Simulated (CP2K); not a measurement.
## Au under changes of volume

One of the cells (17.651 Å³/atom); the others are scaled copies at fixed shape and fractional positions:

```
Au
1.0
     2.91969    0.00000    0.00000
    -1.55530    2.47096    0.00000
     0.00000    0.00000    4.89317
Au
2
Direct
  0.33467 0.66533 0.25000
  0.66533 0.33467 0.75000
```

This isn't the form of Au at room conditions, which is fcc.

* Program: CP2K 2026.2
* Functional: PBE
* Potentials or basis: POTENTIAL_UZH Au GTH-PBE-q11; TZVP-MOLOPT-PBE-GTH basis
* Density cutoff: 6803 eV
* k mesh: 11 × 11 × 6
* Occupations: fermi-dirac, width 0.05 eV
* Spin: no spin polarisation

```tsv
volume (Å³/atom)	energy over the lowest point (meV/atom)	pressure (GPa)	largest force (eV/Å)
16.592	110.24	20.7	0.063
16.945	70.29	15.7	0.054
17.298	40.49	11.4	0.045
17.651	19.57	7.6	0.037
18.004	?	?	?
18.357	0.22	1.4	0.020
18.710	0.00	-1.2	0.013
```

Q: What does the run at 18.004 Å³/atom give?

A: Energy over the lowest point 6.47 meV/atom; pressure 4.3 GPa; largest force 0.028 eV/Å.

Worked out: A Birch-Murnaghan fit of order 3 (a polynomial in V^(-2/3)) to the other rows has its minimum at 18.55 Å³/atom with B0 = V·E''(V) = 134 GPa and B' = 5.9 at fixed shape and positions, which overstates the stiffness. It gives 6.47 meV/atom at 18.004 Å³/atom, against the run's 6.47, and -dE/dV = 4.3 GPa, against 4.3.

Energies are extrapolated to zero smearing.

Caveats: with these potentials and basis sets, volumes of gold and of layered tellurides can stand 1.5 % and more from those of plane-wave programs; the basis of atomic orbitals isn't converged, which shifts pressures, moduli and gaps.
